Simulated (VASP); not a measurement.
# Cs (I4/mmm) in VASP: a series of runs

The runs below take Cs through single point, with PBE.

All numbers are computed with VASP 6.6.1; they aren't measurements. Logs are shortened: lines on timing, memory, paths and dates and some standing lists are left out, and cuts for length are marked.

## Step 1: Starting point

Symmetry: I4/mmm, No. 139, tetragonal system. The conventional cell has a = 5.500 Å, b = 5.500 Å, c = 8.194 Å, α = 90.00°, β = 90.00°, γ = 90.00°.

This isn't the form of Cs at room conditions, which is bcc.

## Step 2: Single point, PBE

Contents of INCAR:

```
PREC = Accurate
ENCUT = 300
EDIFF = 1E-6
ISMEAR = 1
SIGMA = 0.15
LREAL = False
LASPH = True
NELM = 100
ALGO = Normal
ISIF = 2
LWAVE = False
LCHARG = False
GGA = PE
NBANDS = 10
ADDGRID = False
```

Contents of KPOINTS:

```
regular mesh
0
Gamma
  10 10 10
```

Contents of POSCAR:

```
Cs
1.0
   -2.6528630000      2.7200140000      3.9488130000
    2.8833600000     -2.6988260000      4.0893020000
    2.7318000000      2.7777640000     -3.9345920000
Cs
1
Direct
    0.0073440000      0.0133040000      0.0001460000
```

Potentials or basis: VASP PAW PBE potentials, release 64 (Cs_sv).

Launch:

```
$ cat potpaw_PBE.64/Cs_sv/POTCAR > POTCAR
$ mpirun -np 1 vasp_std > vasp.out
```

OUTCAR:

```text
PREC = Accurate
   ENCUT = 300
   EDIFF = 1E-6
   ISMEAR = 1
   LREAL = False
   LASPH = True
   NELM = 100
   ISIF = 2
   GGA = PE

 Found    504 irreducible k-points:

 Following reciprocal coordinates:
            Coordinates               Weight
  0.000000  0.000000  0.000000      1.000000
  0.100000 -0.000000  0.000000      2.000000
  0.200000 -0.000000  0.000000      2.000000
  0.300000  0.000000 -0.000000      2.000000
  0.400000 -0.000000  0.000000      2.000000
  0.500000  0.000000  0.000000      1.000000
   k-points           NKPTS =    504   k-points in BZ     NKDIM =    504   number of bands    NBANDS=     10
   number of dos      NEDOS =    301   number of ions     NIONS =      1
   total plane-waves  NPLWV =  32768
   dimension x,y,z NGX =    32 NGY =   32 NGZ =   32
   dimension x,y,z NGXF=    64 NGYF=   64 NGZF=   64
   ions per type =               1
   NGX,Y,Z   is equivalent  to a cutoff of   9.71,  9.36,  9.61 a.u.
   NGXF,Y,Z  is equivalent  to a cutoff of  19.42, 18.72, 19.22 a.u.
 SYSTEM =  unknown system
   PREC   = accura    normal or accurate (medium, high low for compatibility)
   ISTART =      0    job   : 0-new  1-cont  2-samecut
   ICHARG =      2    charge: 1-file 2-atom 10-const
   ISPIN  =      1    spin polarized calculation?
   LNONCOLLINEAR =      F non collinear calculations
   LSORBIT =      F    spin-orbit coupling
   LASPH  =      T    aspherical Exc in radial PAW
   ENCUT  =  300.0 eV  22.05 Ry    4.70 a.u.   7.74  8.03  7.82*2*pi/ulx,y,z
   NELM   =    100;   NELMIN=  2; NELMDL= -5     # of ELM steps
   EDIFF  = 0.1E-05   stopping-criterion for ELM
   LREAL  =      F    real-space projection
   EDIFFG = 0.1E-04   stopping-criterion for IOM
   NSW    =      0    number of steps for IOM
   IBRION =     -1    ionic relax: 0-MD 1-quasi-New 2-CG
   NFREE  =      0    steps in history (QN), initial steepest desc. (CG)
   ISIF   =      2    stress and relaxation
   ISYM   =      2    0-nonsym 1-usesym 2-fastsym
   POTIM  = 0.5000    time-step for ionic-motion
   TEBEG  =    0.0;   TEEND  =   0.0 temperature during run
   PSTRESS=    0.0 pullay stress
   NELECT =       9.0000    total number of electrons
   NUPDOWN=      -1.0000    fix difference up-down
   EMIN   =  10.00;   EMAX   =-10.00  energy-range for DOS
   EFERMI =   0.00;   METHOD = LEGACY
   ISMEAR =     1;   SIGMA  =   0.15  broadening in eV -4-tet -1-fermi 0-gaus
   EFERMI_NEDOS =   21; number of points for ismear=-14 and -15
   IALGO  =     38    algorithm
   IMIX   =      4    mixing-type and parameters
     AMIX     =   0.40;   BMIX     =  1.00
     AMIX_MAG =   1.60;   BMIX_MAG =  1.00
  volume/ion in A,a.u.               =     123.95       836.44
  Fermi-wavevector in a.u.,A,eV,Ry     =   0.682981  1.290648  6.346621  0.466464
  Thomas-Fermi vector in A             =   1.762213
   LORBIT       =      0    0 simple, 1 ext, 2 COOP (PROOUT), +10 PAW based schemes
   GGA     = PE    functional components
   LHFCALC =     F    Hartree Fock is set to
   AEXX    =    0.0000 exact exchange contribution
   IVDW    =     0    specifies the selected vdW correction
   LEPSILON=     F    determine dielectric tensor
   LRPA    =     F    only Hartree local field effects (RPA)
 non-spin polarized calculation
 Methfessel and Paxton  Order N= 1 SIGMA  =   0.15
  energy-cutoff  :      300.00
  volume of cell :      123.95
 maximum number of plane-waves:      1478
   NGX = 15   NGY = 17   NGZ = 15

 number of electron       8.9999998 magnetization

 Free energy of the ion-electron system (eV)
  ---------------------------------------------------
  ext. energy  EPLUGINS =         0.00000000
  ---------------------------------------------------
  free energy    TOTEN  =        -0.84687356 eV

  energy without entropy =       -0.84572967  energy(sigma->0) =       -0.84649226

 E-fermi :   0.2622     XC(G=0):  -5.2224

 val. band max:        0.2574526789   @ k =   0.5000   0.1000   0.3000
 cond. band min:       0.2667310634   @ k =   0.2000   0.5000   0.1000
 fundamental gap:      0.0092783845
 Fermi energy:         0.2622479154

 k-point     1 :       0.0000    0.0000    0.0000
  band No.  band energies     occupation
      1     -23.6223      2.00000
      2     -10.3837      2.00000
      3     -10.3765      2.00000
      4     -10.3753      2.00000
      5      -1.3297      2.00000
      6       2.4848     -0.00000
      7       2.7453     -0.00000
      8       2.7982     -0.00000
      9       3.6082      0.00000
     10       3.7917      0.00000

 k-point     2 :       0.1000   -0.0000    0.0000
  band No.  band energies     occupation
      1     -23.6218      2.00000
      2     -10.3883      2.00000
      3     -10.3833      2.00000
      4     -10.3776      2.00000
      5      -1.2314      2.00000
      6       2.4485     -0.00000
      7       2.6605     -0.00000
      8       2.8192     -0.00000
      9       3.5342      0.00000
     10       3.6789      0.00000

 k-point     3 :       0.2000   -0.0000    0.0000
  band No.  band energies     occupation
      1     -23.6207      2.00000
      2     -10.4157      2.00000
      3     -10.3860      2.00000
      4     -10.3828      2.00000
      5      -0.9491      2.00000
      6       2.1084     -0.00000
      7       2.6655     -0.00000
      8       2.8797     -0.00000
      9       3.4987      0.00000
     10       3.5485      0.00000

 k-point     4 :       0.3000    0.0000   -0.0000
  band No.  band energies     occupation
      1     -23.6193      2.00000
      2     -10.4498      2.00000
      3     -10.3895      2.00000
      4     -10.3882      2.00000
      5      -0.5219      2.00000
      6       1.6801     -0.00000
      7       2.6147     -0.00000
      8       2.7848     -0.00000
      9       3.6725      0.00000
     10       3.7948      0.00000

 k-point     5 :       0.4000   -0.0000    0.0000
  band No.  band energies     occupation
      1     -23.6181      2.00000
      2     -10.4770      2.00000
      3     -10.3945      2.00000
      4     -10.3904      2.00000
      5      -0.0298      2.01890
      6       1.2606     -0.00000
      7       2.5095     -0.00000
      8       2.6635     -0.00000
      9       3.9905      0.00000
     10       4.2717      0.00000

 k-point     6 :       0.5000    0.0000    0.0000
  band No.  band energies     occupation
      1     -23.6177      2.00000
      2     -10.4873      2.00000
      3     -10.3964      2.00000
      4     -10.3912      2.00000
      5       0.2806      0.79518
      6       0.9937     -0.00000
      7       2.4635     -0.00000
      8       2.6162     -0.00000
      9       4.1355      0.00000
     10       4.5976      0.00000

 [... further k-points ...]

------------------------ aborting loop because EDIFF is reached ----------------------------------------

  FORCE on cell =-STRESS in cart. coord.  units (eV):
  Direction    XX          YY          ZZ          XY          YZ          ZX
  --------------------------------------------------------------------------------------
  -------------------------------------------------------------------------------------
  Total       -0.1066658     -0.0650857     -0.0923341     -0.0030815     -0.0035635     -0.0481923
  in kB       -1.3787806     -0.8413088     -1.1935273     -0.0398316     -0.0460630     -0.6229423
  external PRESSURE =      -1.1378722 kB  Pullay stress =       0.0000000 kB

 VOLUME and BASIS-vectors are now :
 -----------------------------------------------------------------------------
  energy-cutoff  :      300.00
  volume of cell :      123.95
      direct lattice vectors                 reciprocal lattice vectors
    -2.652863000  2.720014000  3.948813000    -0.005972949  0.181656419  0.124099719
     2.883360000 -2.698826000  4.089302000     0.174839185 -0.002819191  0.119401107
     2.731800000  2.777764000 -3.934592000     0.175719406  0.179382947 -0.005511685

 POSITION                                       TOTAL-FORCE (eV/Angst)
 -----------------------------------------------------------------------------------
      0.01928     -0.01552      0.08283        -0.000000     -0.000000      0.000000
 -----------------------------------------------------------------------------------
    total drift:                               -0.000006     -0.000013     -0.000009

  FREE ENERGIE OF THE ION-ELECTRON SYSTEM (eV)
  ---------------------------------------------------
  free  energy   TOTEN  =        -0.8468735631 eV

  energy  without entropy=       -0.8457296688  energy(sigma->0) =       -0.84649226
```

Wall time 73 s (1 thread of Intel Xeon Platinum 8488C (Sapphire Rapids), shared host); peak memory 0.36 GiB.

The run converged, but some of its settings lie outside the range that counts as converged, so its numbers aren't taken as properties of the crystal.

What came out:

```yaml
Free_energy: -0.8469 eV
Pressure: -0.1 GPa
Band_gap_on_the_k_mesh: none (metal or under the smearing width)
```

## Step 3: Single point, PBE

This run uses another cell than the first one, of the same volume but with other edges.

Changes to INCAR since step 2:

```diff
@@ -1,3 +1,3 @@
 PREC = Accurate
-ENCUT = 300
+ENCUT = 350
 EDIFF = 1E-6
```

KPOINTS is that of step 2.

Contents of POSCAR:

```
Cs
1.0
   -2.7500754600      2.7500754600      4.0972389800
    2.7500754600     -2.7500754600      4.0972389800
    2.7500754600      2.7500754600     -4.0972389800
Cs
1
Direct
    0.0000000000      0.0000000000      0.0000000000
```

Potentials or basis: VASP PAW PBE potentials, release 64 (Cs_sv).

Launch:

```
$ cat potpaw_PBE.64/Cs_sv/POTCAR > POTCAR
$ mpirun -np 1 vasp_std > vasp.out
```

Wall time 24 s (1 thread of Intel Xeon Platinum 8488C (Sapphire Rapids), shared host); peak memory 0.22 GiB.

The run converged, but some of its settings lie outside the range that counts as converged, so its numbers aren't taken as properties of the crystal.

What came out:

- Free energy: -0.8478 eV
- Pressure: -0.1 GPa
- Band gap on the k mesh: none (metal or under the smearing width)

## Step 4: For comparison

An earlier run on the cell as given: functional PBE; potentials or basis VASP PAW PBE potentials, release 64 (Cs_sv); cutoff 520 eV; k mesh 7 × 7 × 7; occupations fermi-dirac, width 0.05 eV; no spin polarisation.

* Pressure: -0.1 GPa
* Band gap on the k mesh: none (metal or under the smearing width)
